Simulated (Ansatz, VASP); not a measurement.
# One calculation of Ge, two programs

```xyz
2
Lattice="0.0000 2.8662 2.8161 2.8662 0.0000 2.8161 2.8662 2.8662 0.0000" Properties=species:S:1:pos:R:3 pbc="T T T"
Ge    0.0000    0.0000    0.0000
Ge    1.4331    1.4331    1.4080
```

Change from the starting cell: strained cell.

Alike in both runs: functional PBEsol; k mesh 10 × 10 × 10; occupations gaussian, width 0.1 eV; no spin polarisation.

Ansatz relaxed the structure, and its values are those at the end. VASP's run is a single point on that final structure, the one shown.

```csv
,VASP,Ansatz
version,VASP 6.6.1,Ansatz 0.2.0
potentials or method,"VASP PAW PBE potentials, release 64 (Ge_d)","scalar-relativistic, plane waves, PAW"
plane-wave cutoff (eV),520,600
valence electrons in the cell,28,28
```

```tsv
	VASP	Ansatz	Ansatz less VASP
gap on the k mesh at the Fermi level (eV)	0.10	0.09	-0.006
least direct gap on the mesh (eV)	0.13	0.13	0.000
pressure (GPa)	-0.9	-0.8	+0.10
```

Ansatz warned: «stress_scf_threshold_loose».

Caveats: the PAW data sets were made with another functional, which shifts forces and pressure a little (VASP).
